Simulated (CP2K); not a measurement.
CdTe:

```
Te Cd
1.0
     4.53255    0.00000    0.00000
     2.26628    3.92531    0.00000
     2.26628    1.30844    3.70082
Te Cd
1 1
Cartesian
  6.7988 3.9253 2.7756
  0.0000 0.0000 0.0000
```

| Quantity | Value |
| --- | --- |
| Program | CP2K 2026.2 |
| Task | single point |
| Functional | PBE |
| Potentials or basis | POTENTIAL_UZH Te GTH-PBE-q6, Cd GTH-PBE-q12; TZVP-MOLOPT-PBE-GTH basis |
| Density cutoff | 6123 eV |
| k mesh | 7 × 7 × 7 |
| Occupations | fermi-dirac, width 0.05 eV |
| Spin | no spin polarisation |

On this cell: pressure 4.9 GPa; largest force zero by symmetry; band gap on the k mesh 0.88 eV, direct.

The same run follows on a disturbed copy (atoms moved at random, drawn with an rms of 0.05 Å):

```
Te Cd
1.0
     4.53255    0.00000    0.00000
     2.26628    3.92531    0.00000
     2.26628    1.30844    3.70082
Te Cd
1 1
Cartesian
  6.7493 3.8916 2.7795
  0.0092 -0.0030 -0.0282
```

Problem. What changes?

Solution. The energy moves by +7.7 meV/atom; pressure 5.0 GPa; largest force 0.413 eV/Å; band gap on the k mesh 0.82 eV, direct.

Forces in eV/Å, atoms in the order of the input:
```
Te   0.326  0.165 -0.193
Cd  -0.326 -0.165  0.193
```

Stress tensor (GPa, compression positive):
```
 4.84 -1.02 -0.64
-1.02  5.89 -0.33
-0.64 -0.33  4.15
```

Caveats: spin-orbit coupling is left out, which moves the levels of the heavy elements; the basis of atomic orbitals isn't converged, which shifts pressures, moduli and gaps.

